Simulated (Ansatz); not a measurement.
# CuO (P4/mmm) in Ansatz: reference runs

Aim: a first look at CuO with PBE, on the cell as given and on a disturbed one.

Program: Ansatz 0.2.0. These are calculated values, not measurements. Logs are shortened: lines on timing, memory, paths and dates and some standing lists are left out, and cuts for length are marked.

## (1) The structure

It takes space group P4/mmm (No. 123, tetragonal). Conventional cell: a = 4.161 Å, b = 4.161 Å, c = 3.888 Å, α = 90.00°, β = 90.00°, γ = 90.00°. Cu (site symmetry mmm) has 4 O at 1.94 to 2.08 Å as nearest neighbours. Cu (site symmetry 4/mmm) is surrounded by 6 O at 1.94 to 2.08 Å. Around O (site symmetry 4/mmm) lie 6 Cu at 1.94 to 2.08 Å. Around O (site symmetry mmm) lie 4 Cu at 1.94 to 2.08 Å.

Measurements of this composition are mostly on another form, of space group No. 15.

## (2) Single point, PBE

File input.yaml:

```yaml
crystal:
  lattice:
    - [4.160937, 0.0, 0.0]
    - [0.0, 4.160937, 0.0]
    - [0.0, 0.0, 3.887643]
  atoms:
    - { symbol: Cu, position: [0.5, 0.0, 0.5] }
    - { symbol: Cu, position: [0.0, 0.5, 0.5] }
    - { symbol: Cu, position: [0.0, 0.0, 0.0] }
    - { symbol: O, position: [0.0, 0.0, 0.5] }
    - { symbol: O, position: [0.5, 0.0, 0.0] }
    - { symbol: O, position: [0.0, 0.5, 0.0] }
hamiltonian:
  xc: pbe
  pseudopotentials: { kind: paw }
kpoints:
  mp_grid: { grid: [7, 7, 7] }
scf:
  occupations: { method: fermi_dirac, width: 0.05 }
output:
  forces: true
  stress: true
  eigenvalues: true
```

Potentials or basis: Ansatz PAW.

Started as:

```sh
$ ansatz run input.yaml --threads 2 --pin off --max-ram 5632MiB --backend cpu --events-out ev --progress --plain --runs-dir out
```

Output:

```text
Warning: RAYON_NUM_THREADS=2 ignored (pool sized by the plan → 2); use --threads N
Engine: ansatz 0.2.0, x86_64-unknown-linux-gnu
Pseudopotentials: kind: paw
Pseudopotential: Cu, paw, valence charge 19, recommended cutoff 420 eV (normal), Cu.paw.azcp
Pseudopotential: O, paw, valence charge 6, recommended cutoff 420 eV (normal), O.paw.azcp
Functional definition: PBE
  parameter kappa = 0.804
  parameter beta = 0.06672455060314922
  exchange = pbe_x(kappa = kappa, mu = beta*pi^2/3)
  correlation = pbe_c(beta = beta)
Crystal: 6 atoms, lattice volume = 67.308 Å³
Basis set: ecut = 420 eV, 1309 PW (Γ), exchange–correlation on 60×60×54 points (8 copies of the dense FFT grid, shifted against one another)
Bands: 45, of which v1, the nominal top of the filled ones, is band 38 counted from 1 (37 counted from 0)
Symmetry: 16 space group operations
Space group: P4/mmm (ITA 123), of the structure as read, at distance tolerance 4.1e-5 Å
k-points: 40 of 343
Non-local potential: Cu, projectors of the file, l = 0: 3, l = 1: 2, l = 2: 3, l = 3: 1
Non-local potential: O, projectors of the file, l = 0: 2, l = 1: 2, l = 2: 1
PAW form: soft (Blöchl's): semilocal exchange-correlation on the pseudo side does not see the compensation charge
PAW one-centre angular grid: Cu, 590 points (default); XC on 64 Gauss nodes
PAW one-centre angular grid: O, 110 points (default); XC on 64 Gauss nodes
Initial density: superposition of atomic densities (neutral atoms: chi_scale 0, normalization atom), corrected by the library's trained network
Initial wavefunctions: pseudopotential atomic-orbital guess
Functional: x = pbe(κ = 0.804, μ = 0.2195149727645171), c = pbe(β = 0.06672455060314922)
SCF iter   1: F=—  HF=-21572.179111 eV  |F-HF|=—  |Δ(HF+E_count)|=         —  Δρ=7.13e-3  dr2=2.94e-2  ethr=1.77e-3  ⟨swp⟩=6.1  Hψ=6403  notcnv=0  defer=5
preconditioner: auto → LDOS  [metal: Δε(μ)=0.016 eV  Ē_g=11.036 eV  σ=0.050 eV  W_gap=0.08  n_scr=26 (ndim 8)  ℏωp=32.3 eV  f_vac=0.127  D(μ)=3.55/eV (n_scr^D=30)  β→1.0]
SCF iter   2: F=—  HF=-21572.177682 eV  |F-HF|=—  |Δ(HF+E_count)|=   1.43e-3  Δρ=2.45e-3  dr2=2.02e-3  ethr=3.92e-5  ⟨swp⟩=2.0  Hψ=3042  notcnv=0  defer=65
SCF iter   3: F=—  HF=-21572.178756 eV  |F-HF|=—  |Δ(HF+E_count)|=   1.07e-3  Δρ=3.48e-3  dr2=4.73e-3  ethr=2.69e-6  ⟨swp⟩=2.0  Hψ=3362  notcnv=0  defer=65
SCF iter   4: F=—  HF=-21572.177554 eV  |F-HF|=—  |Δ(HF+E_count)|=   1.20e-3  Δρ=4.28e-4  dr2=1.10e-4  ethr=2.69e-6  ⟨swp⟩=2.0  Hψ=3107  notcnv=0  defer=65
SCF iter   5: F=—  HF=-21572.177551 eV  |F-HF|=—  |Δ(HF+E_count)|=   3.36e-6  Δρ=1.36e-4  dr2=9.66e-6  ethr=1.47e-7  ⟨swp⟩=2.4  Hψ=2494  notcnv=0  defer=65
SCF iter   6: F=—  HF=-21572.177472 eV  |F-HF|=—  |Δ(HF+E_count)|=   7.86e-5  Δρ=3.77e-5  dr2=8.26e-7  ethr=1.29e-8  ⟨swp⟩=2.1  Hψ=2779  notcnv=0  defer=65
SCF iter   7: F=—  HF=-21572.177472 eV  |F-HF|=—  |Δ(HF+E_count)|=   3.34e-8  Δρ=2.21e-5  dr2=2.50e-7  ethr=1.10e-9  ⟨swp⟩=1.2  Hψ=1753  notcnv=0  defer=65
SCF iter   8: F=-21572.177472 eV  HF=-21572.177472 eV  |F-HF|=9.55e-8  |Δ(HF+E_count)|=   1.11e-8  Δρ=1.32e-5  dr2=8.30e-8  ethr=1.33e-10  ⟨swp⟩=8.8  Hψ=6721  notcnv=0
SCF 1 converged in 8 iterations: F = -21572.177472 eV  dr2 = 8.30e-8
SCF converged after 8 iterations
Free energy (F): -21572.177472 eV
Harris-Foulkes:  -21572.177472 eV  (|F-HF|=9.55e-8)
Internal energy: -21572.147176 eV  (E = F + TS)
E sigma→0 (E₀):  -21572.162324 eV
Entropy (-TS):   -0.030296 eV (-5.049 meV/atom)
Fermi energy:    10.034730 eV
--- Per-component energies (eV) ---
  E_band       = -1416.750307
  E_kinetic    = 1411.841405
  E_local      = -16077.891137  (includes V_loc(G=0)·N_el)
  E_nonlocal   = 1322.754168
  E_hartree    = 7005.221253
  E_xc         = -484.137257
  E_vxc        = -621.372741  (∫ρ·V_xc dr)
  E_paw        = -5463.103768  (= ΣΔE_a)
  E_vpaw       = -1462.512780  (= ΣTr[D̂ρ^β])
  E_aug_tail   = 0.008043  (compensation charges beyond the density's cutoff)
  E_ewald      = -9286.839884
  E_smearing   = -0.030296  (= −TS)
  E_closure    = -0.000000  (closes the sum)
  Σ components = -21572.177472   (vs F -21572.177472, Δ=0.00e0)
--- Forces (eV/Å), atoms counted from 1 ---
  atom   1  Cu     0.00000000    -0.00000000    -0.00000000
  atom   2  Cu    -0.00000000     0.00000000     0.00000000
  atom   3  Cu     0.00000000     0.00000000     0.00000000
  atom   4  O     -0.00000000     0.00000000     0.00000000
  atom   5  O      0.00000000    -0.00000000     0.00000000
  atom   6  O      0.00000000     0.00000000     0.00000000
  max |Σ_I F_I| component: 3.87e-28 eV/Å
--- Stress (GPa, compression-positive) ---
        2.092412       0.000000       0.000000
        0.000000       2.092412       0.000000
        0.000000       0.000000       1.076752
  P = ⅓ Tr σ = 1.7539 GPa (17.539 kbar)
--- Band table (eV; the first three rows and the last of 40) ---
  k-point 0: bands = ["-102.5988", "-102.0956", "-102.0946", "-60.0399", "-59.9352", "-59.9352", "-59.6154", "-59.6142", "-59.5304", "-59.5304", "-59.2979", "-59.2979", "-9.8017", "-7.7704", "-7.3428", "4.0932", "4.2440", "4.2440", "6.7369", "6.7369", "6.7958", "7.0632", "7.1514", "7.1522", "7.2281", "7.2281", "7.6971", "7.7191", "7.7766", "8.0038", "8.0038", "8.2487", "8.2820", "8.2820", "8.5104", "8.5592", "8.5592", "8.5674", "8.6586", "11.3186", "16.0924", "17.5369", "18.8005", "18.8005", "21.1385"]
  k-point 1: bands = ["-102.5988", "-102.0956", "-102.0946", "-60.0399", "-59.9351", "-59.9351", "-59.6155", "-59.6143", "-59.5304", "-59.5304", "-59.2979", "-59.2979", "-9.7339", "-7.7790", "-7.3019", "3.8207", "4.2659", "4.2659", "6.1105", "6.1401", "6.2679", "6.2679", "7.0951", "7.1872", "7.5841", "7.5841", "7.7461", "7.7774", "7.7774", "7.8093", "8.2340", "8.2683", "8.3506", "8.3506", "8.5106", "8.8106", "8.9492", "8.9492", "9.0544", "12.0055", "16.4148", "17.9672", "18.5838", "18.5838", "20.3410"]
  k-point 2: bands = ["-102.5988", "-102.0956", "-102.0946", "-60.0399", "-59.9350", "-59.9350", "-59.6156", "-59.6143", "-59.5305", "-59.5305", "-59.2979", "-59.2979", "-9.5684", "-7.8113", "-7.2075", "3.3750", "4.3379", "4.3379", "4.8912", "5.1636", "5.6992", "5.6992", "7.1812", "7.2264", "7.3276", "7.3276", "7.6630", "7.8763", "8.0807", "8.0807", "8.1945", "8.5110", "8.6168", "8.6168", "8.6697", "9.0753", "9.4615", "9.4615", "9.6843", "13.4616", "17.0711", "18.1085", "18.1085", "19.1014", "19.5628"]
  k-point 39: bands = ["-102.5988", "-102.0951", "-102.0951", "-60.0401", "-59.9353", "-59.9353", "-59.6148", "-59.6148", "-59.5357", "-59.5251", "-59.3028", "-59.2931", "-9.1950", "-7.3945", "-7.3567", "2.1826", "2.7518", "2.7602", "4.6961", "4.7697", "4.7736", "4.9883", "5.3206", "7.4495", "7.7375", "7.7874", "7.9619", "8.0225", "8.0254", "8.1848", "8.6247", "8.8338", "8.9728", "9.5694", "10.1174", "11.0472", "11.0962", "11.1541", "11.1814", "12.2836", "16.8741", "18.0963", "18.1718", "19.1213", "19.1387"]
```

It took 11 s on 2 threads of AMD EPYC (Zen 3), shared host; peak memory 0.42 GiB.

Results:

```yaml
Free_energy: -21572.1775 eV
Pressure: 1.8 GPa
Band_gap_on_the_k_mesh: none (metal or under the smearing width)
```

Stress tensor (GPa, compression positive):
```
2.09 0.00 0.00
0.00 2.09 0.00
0.00 0.00 1.08
```

Levels at points of the mesh, in eV from the Fermi level:
```
           k point  band 35  band 36  band 37  band 38  band 39  band 40  band 41  band 42
(0.00, 0.00, 0.00)    -1.52    -1.48    -1.48    -1.47    -1.38     1.28     6.06     7.50
```

Caveat: the pressure holds a Pulay correction of +0.7 GPa for the finite cutoff; an odd number of electrons without spin polarisation forces a metal; a magnetic or distorted state may lie lower; the run has no spin polarisation, though such a crystal can be magnetic; semilocal functionals often make such compounds metallic where correlation or magnetic order opens a gap, which also shifts bond lengths. With open d or f shells a metallic result of PBE can be an artefact of self-interaction; +U or a hybrid may open a gap.

## (3) Single point, PBE (atoms moved at random, drawn with an rms of 0.05 Å)

File input.yaml:

```yaml
crystal:
  lattice:
    - [4.160937, 0.0, 0.0]
    - [0.0, 4.160937, 0.0]
    - [0.0, 0.0, 3.887643]
  atoms:
    - { symbol: Cu, position: [0.50463, 0.005465, 0.489061] }
    - { symbol: Cu, position: [-0.001276, 0.499507, 0.493658] }
    - { symbol: Cu, position: [0.01083, -0.004423, 8.4e-05] }
    - { symbol: O, position: [0.003459, -0.005174, 0.502268] }
    - { symbol: O, position: [0.504477, -0.006395, -0.000721] }
    - { symbol: O, position: [1.7e-05, 0.495809, 0.009119] }
hamiltonian:
  xc: pbe
  pseudopotentials: { kind: paw }
kpoints:
  mp_grid: { grid: [7, 7, 7] }
scf:
  occupations: { method: fermi_dirac, width: 0.05 }
output:
  forces: true
  stress: true
  eigenvalues: true
```

Potentials or basis: Ansatz PAW.

Started as:

```sh
$ ansatz run input.yaml --threads 2 --pin off --max-ram 5632MiB --backend cpu --events-out ev --progress --plain --runs-dir out
```

Output:

```text
Warning: RAYON_NUM_THREADS=2 ignored (pool sized by the plan → 2); use --threads N
Engine: ansatz 0.2.0, x86_64-unknown-linux-gnu
Pseudopotentials: kind: paw
Pseudopotential: Cu, paw, valence charge 19, recommended cutoff 420 eV (normal), Cu.paw.azcp
Pseudopotential: O, paw, valence charge 6, recommended cutoff 420 eV (normal), O.paw.azcp
Functional definition: PBE
  parameter kappa = 0.804
  parameter beta = 0.06672455060314922
  exchange = pbe_x(kappa = kappa, mu = beta*pi^2/3)
  correlation = pbe_c(beta = beta)
Crystal: 6 atoms, lattice volume = 67.308 Å³
Basis set: ecut = 420 eV, 1309 PW (Γ), exchange–correlation on 60×60×54 points (8 copies of the dense FFT grid, shifted against one another)
[... 43 lines left out ...]
  E_closure    = -0.000000  (closes the sum)
  Σ components = -21572.138416   (vs F -21572.138416, Δ=0.00e0)
--- Forces (eV/Å), atoms counted from 1 ---
  atom   1  Cu     0.01480931    -0.02947091     0.54599396
  atom   2  Cu    -0.01147461    -0.14101590     0.76481202
  atom   3  Cu    -0.18517211     0.01067345     0.00732678
  atom   4  O      0.03202099     0.10537268    -0.12071185
  atom   5  O      0.09858365     0.05865436    -0.44560185
  atom   6  O      0.05123793    -0.00422101    -0.75182123
  max |Σ_I F_I| component: 7.33e-6 eV/Å
--- Stress (GPa, compression-positive) ---
        2.189873       0.008868       0.004349
        0.008868       2.176829       0.085328
        0.004349       0.085328       1.976662
  P = ⅓ Tr σ = 2.1145 GPa (21.145 kbar)
--- Band table (eV; the first three rows and the last of 172) ---
  k-point 0: bands = ["-102.5964", "-102.1048", "-102.0944", "-60.0371", "-59.9344", "-59.9319", "-59.6290", "-59.6165", "-59.5379", "-59.5279", "-59.3051", "-59.2969", "-9.7954", "-7.7794", "-7.3550", "4.0961", "4.2420", "4.2468", "6.6528", "6.6806", "6.7798", "7.0158", "7.0546", "7.2198", "7.2506", "7.2748", "7.7256", "7.7471", "7.7699", "7.9550", "7.9986", "8.2448", "8.2782", "8.2936", "8.5071", "8.5294", "8.6237", "8.6357", "8.6974", "11.3181", "16.0890", "17.5198", "18.8058", "18.8096", "21.1096"]
  k-point 1: bands = ["-102.5964", "-102.1048", "-102.0944", "-60.0371", "-59.9343", "-59.9319", "-59.6291", "-59.6165", "-59.5380", "-59.5280", "-59.3051", "-59.2969", "-9.7275", "-7.7884", "-7.3143", "3.8234", "4.2639", "4.2693", "6.0664", "6.1019", "6.2522", "6.2776", "7.0925", "7.1863", "7.5595", "7.5795", "7.7068", "7.7137", "7.8133", "7.8590", "8.2369", "8.2822", "8.3580", "8.3758", "8.5094", "8.8088", "8.9415", "8.9743", "9.1012", "12.0043", "16.4111", "17.9440", "18.5898", "18.5976", "20.3396"]
  k-point 2: bands = ["-102.5964", "-102.1048", "-102.0944", "-60.0371", "-59.9343", "-59.9318", "-59.6291", "-59.6166", "-59.5380", "-59.5280", "-59.3051", "-59.2969", "-9.5613", "-7.8218", "-7.2203", "3.3778", "4.3361", "4.3410", "4.8825", "5.1491", "5.6849", "5.6925", "7.1721", "7.2209", "7.2970", "7.3215", "7.6714", "7.8749", "8.0672", "8.0775", "8.2122", "8.5102", "8.6181", "8.6301", "8.6807", "9.0869", "9.4540", "9.4712", "9.7028", "13.4557", "17.0657", "18.1134", "18.1183", "19.0716", "19.5765"]
  k-point 171: bands = ["-102.5965", "-102.1048", "-102.0945", "-60.0371", "-59.9343", "-59.9319", "-59.6290", "-59.6166", "-59.5385", "-59.5275", "-59.3058", "-59.2965", "-9.5099", "-7.6200", "-7.5221", "3.4899", "3.7517", "4.1492", "4.8573", "5.4374", "5.7851", "6.1499", "6.2705", "7.3465", "7.3795", "7.7451", "7.8300", "7.9231", "8.0109", "8.1035", "8.1552", "8.3392", "8.5687", "8.8339", "8.9494", "9.1113", "9.2177", "9.8514", "9.9501", "13.7295", "14.8319", "17.6594", "18.7533", "20.7477", "21.3678"]
```

Run time: 67 s. Hardware: 2 threads of AMD EPYC (Zen 3), shared host; peak memory 0.62 GiB.

What came out:

```yaml
Free_energy: -21572.1384 eV
Pressure: 2.1 GPa
Largest_force: 0.778 eV/Å
Band_gap_on_the_k_mesh: none (metal or under the smearing width)
```

Forces in eV/Å, atoms in the order of the input:
```
Cu   0.015 -0.029  0.546
Cu  -0.011 -0.141  0.765
Cu  -0.185  0.011  0.007
O    0.032  0.105 -0.121
O    0.099  0.059 -0.446
O    0.051 -0.004 -0.752
```

Caveat: the pressure holds a Pulay correction of +0.7 GPa for the finite cutoff; an odd number of electrons without spin polarisation forces a metal; a magnetic or distorted state may lie lower; the run has no spin polarisation, though such a crystal can be magnetic; semilocal functionals often make such compounds metallic where correlation or magnetic order opens a gap, which also shifts bond lengths.
